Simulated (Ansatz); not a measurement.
## Ni: strain energy, fitted

Ni, Fm-3m, a = 3.519 Å. Ansatz: PBE, PAW, 420 eV, Γ-centred 20×20×14 mesh on 2 atoms, Gaussian smearing 0.10 eV; collinear spin, largest moment 0.7 μB. Series: biaxial strain in the a-b plane, c and atoms relaxed; x is the strain in per cent. The axes a, b, c are those of the computed cell (2.488, 2.488, 3.519 Å), along [1 1 0], [-1 1 0], [0 0 1] of the cell named above. y is the free energy over the unstrained cell, V0 = 10.890 Å³/atom.

| x (%) | y (meV/atom) |
| --- | --- |
| -3.0 | 18.81 |
| -2.0 | 8.05 |
| -1.0 | 1.96 |
| 0.0 | 0.00 |
| 1.0 | 1.67 |
| 2.0 | ? |

**Question.** Fit y = c2 x² + c3 x³ to the other rows, turn c2 into a modulus, and predict the missing energy.

**Answer.** Least squares on the rows shown. y = 1.8235 x² − 0.089429 x³. In eV per unit strain² c2 is 18.23; M is the biaxial modulus (E = M V0 ε²): 18.23 × 160.2 / (10.890) = 268 GPa. The unstrained cell keeps some stress along the strain, worth a slope of -0.04 meV/atom per %, which the form leaves out. At x = 2.0 the fit asked for gives 6.58 meV/atom. The run gave 6.44 meV/atom, so the fit is 0.14 meV/atom too high, a small miss on the scale of the series. The form still works here, 25 % of the fitted range beyond its end.